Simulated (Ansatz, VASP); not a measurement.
BiTe in VASP and in Ansatz

The input INCAR:

```
SYSTEM = BiTe
  PREC = Accurate
  ENCUT = 520
  EDIFF = 1E-7
  ISMEAR = -1
  SIGMA = 0.05
  LREAL = .False.
  LASPH = .True.
  NELM = 100
  ALGO = Normal
  ISIF = 2
  LWAVE = .False.
  LCHARG = .False.
  GGA = CA
  NBANDS = 18
```

KPOINTS

```
regular mesh
0
Gamma
  7 7 7
  0 0 0
```

Contents of POSCAR:

```
BiTe
1.0
    0.0000000000      3.2984474805      3.2984474805
    3.2984474805      0.0000000000      3.2984474805
    3.2984474805      3.2984474805      0.0000000000
Bi Te
1 1
Direct
    0.0000000000      0.0000000000      0.0000000000
    0.5000000000      0.5000000000      0.5000000000
```

input.yaml

```yaml
crystal:
  lattice:
    - [0.0, 3.2984474805, 3.2984474805]
    - [3.2984474805, 0.0, 3.2984474805]
    - [3.2984474805, 3.2984474805, 0.0]
  atoms:
    - { symbol: Bi, position: [0.0, 0.0, 0.0] }
    - { symbol: Te, position: [0.5, 0.5, 0.5] }
hamiltonian:
  xc: lda
  pseudopotentials: { kind: paw }
kpoints:
  mp_grid: { grid: [7, 7, 7] }
scf:
  occupations: { method: fermi_dirac, width: 0.05 }
output:
  forces: true
  stress: true
  eigenvalues: true
  write_density: true
  write_potential: true
  elf: true
  volumetric_format: npy
```

Alike in both runs: task single point; functional LDA; k mesh 7 × 7 × 7; occupations fermi-dirac, width 0.05 eV; no spin polarisation.

|  | VASP | Ansatz |
| --- | --- | --- |
| version | VASP 6.6.1 | Ansatz 0.2.0 |
| potentials or method | VASP PAW LDA potentials, release 64 (Bi_d, Te) | Ansatz PAW |
| plane-wave cutoff (eV) | 520 | 420 |
| valence electrons in the cell | 21 | 31 |

```tsv
	VASP	Ansatz	Ansatz less VASP
gap on the k mesh at the Fermi level (eV)	none	none	-
pressure (GPa)	-4.9	-4.9	-0.03
```

A gap of «none» marks a metal or a gap that the smearing closes. The two sets of potentials don't hold the same shells in valence.

Caveats: spin-orbit coupling is left out, which moves the levels of the heavy elements; the PAW data sets come from PBE, with cores solved anew for the run's functional, which leaves a small shift of forces and pressure (Ansatz).
